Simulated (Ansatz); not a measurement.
**Hf: stiffness from a series of strains**

```yaml
crystal:
  lattice:
    - [-1.80500, 1.80500, 1.80500]
    - [1.80500, -1.80500, 1.80500]
    - [1.80500, 1.80500, -1.80500]
  atoms:
    - { symbol: Hf, position: [0.00000, 0.00000, 0.00000] }
```

The cell comes from COD entry 1522789, which wasn't checked; take it as a given geometry.

No spin–orbit coupling, which matters for the heavy atoms here.

All numbers below come from DFT, PBE, all-electron LAPW, scalar-relativistic in Ansatz 0.2.0.

Settings: a Γ-centred 14×14×14 k mesh, Fermi–Dirac smearing of 0.05 eV, basis error target 0.5 meV/atom, no spin polarisation.

The strain is applied along the Cartesian axes of the cell as listed (γ is the engineering shear, twice εxy = εyz = εzx). Fractional coordinates are held (clamped ions).

σ is the change of stress from the unstrained cell, which is at -4.88 GPa; tension is positive, so slopes are stress–strain coefficients at that pressure. In a metal the k mesh adds noise.

Only quantities that a quadratic follows smoothly over the whole series are listed; rougher ones are left out.

| γ | σxy (GPa) |
| --- | --- |
| -0.0300 | -1.36 |
| -0.0200 | -0.93 |
| 0.0000 | 0.00 |
| 0.0100 | 0.49 |
| 0.0200 | 1.00 |
| 0.0300 | 1.50 |

Task: Fit the series and read off the stiffness at zero strain.

Result: Least-squares fits y = p0 + p1 x + p2 x² to the rows give σxy (GPa): p1 = 47.8, p2 = 75. So C44 (clamped ions) = 48 GPa.

Task: One run, at γ = -0.0100, is withheld. Predict its row.

Result: The fits give -0.47; the run gave -0.48.
